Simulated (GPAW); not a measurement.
Write an ASE script for GPAW 26.7.0 that does the following.

```yaml
Task: relaxation of cell and atoms
Functional: PBEsol
Dispersion: D3(BJ)+ATM
Potentials_or_basis: PAW data sets generated in the run's folder for this functional
Cutoff: 800 eV
Basis: pw
k_mesh: 7 × 7 × 6
Occupations: fermi-dirac, width 0.05 eV
Spin: no spin polarisation
Maxiter: 150
Optimizer: BFGS
Fmax: 0.02 eV/Å
Max_steps: 60
Convergence: density=1e-05 forces=0.0001
```

The system is HfB2.

```
CELL_PARAMETERS angstrom
3.14000 0.00000 0.00000
-1.57000 2.71932 0.00000
0.00000 0.00000 3.48000
ATOMIC_POSITIONS crystal
Hf 0.00000 0.00000 0.00000
B 0.66667 0.33333 0.50000
B 0.33333 0.66667 0.50000
```

One way to write it, as run:

run.py

```python
from ase import Atoms
from ase.calculators.mixing import SumCalculator
from ase.filters import FrechetCellFilter
from ase.io import write
from ase.optimize import BFGS
from dftd3.ase import DFTD3
from gpaw import GPAW, PW, setup_paths

setup_paths.insert(0, '.')

atoms = Atoms(['Hf', 'B', 'B'],
              cell=[[3.14, 0.0, 0.0],
                    [-1.57, 2.7193197679, 0.0],
                    [0.0, 0.0, 3.48]],
              scaled_positions=[[0.0, 0.0, 0.0],
                                [0.6666666667, 0.3333333333, 0.5],
                                [0.3333333333, 0.6666666667, 0.5]],
              pbc=True)

calc = GPAW(mode=PW(800),
            xc='PBEsol',
            kpts={'size': (7, 7, 6), 'gamma': True},
            occupations={'name': 'fermi-dirac', 'width': 0.05},
            nbands=20,
            convergence={'density': 1e-05, 'forces': 0.0001},
            maxiter=150,
            txt='gpaw.txt')
atoms.calc = SumCalculator([calc, DFTD3(damping='d3bj', params_tweaks=dict(method='pbesol', atm=True))])
opt = BFGS(FrechetCellFilter(atoms), trajectory='relax.traj', logfile='-')
done = opt.run(fmax=0.02, steps=60)
calc.write('gs.gpw')
write('result.traj', atoms)
print('Converged:', done)
print('Cell:', atoms.cell.cellpar().round(4))
print('Volume:', round(atoms.get_volume(), 4))
print(atoms.get_scaled_positions().round(5))
```

Potentials or basis: PAW data sets generated in the run's folder for this functional, pw.

Launch:

```console
$ gpaw-setup -f PBEsol B Hf
$ OMP_NUM_THREADS=1 python run.py
```

It gave:

```
Relaxed volume                         : 9.60 Å³/atom
Relaxed cell                           : a = 3.114 Å, b = 3.114 Å, c = 3.430 Å, α = 90.00°, β = 90.00°, γ = 120.00°
Space group after relaxing (to 0.05 Å) : P6/mmm (No. 191)
Energy gained by relaxing              : 8.0 meV/atom
Ionic steps                            : 6
Pressure after relaxing                : -0.2 GPa
Band gap on the k mesh                 : none (metal or under the smearing width)
Dispersion energy per atom             : -0.324 eV
```

Caveat: later steps reuse the first step's grids; pairwise dispersion overbinds metals, which lowers pressure and volume.

Wall time 79 s on 1 thread of Arm Neoverse V2, on a shared host, peak memory 0.27 GiB.
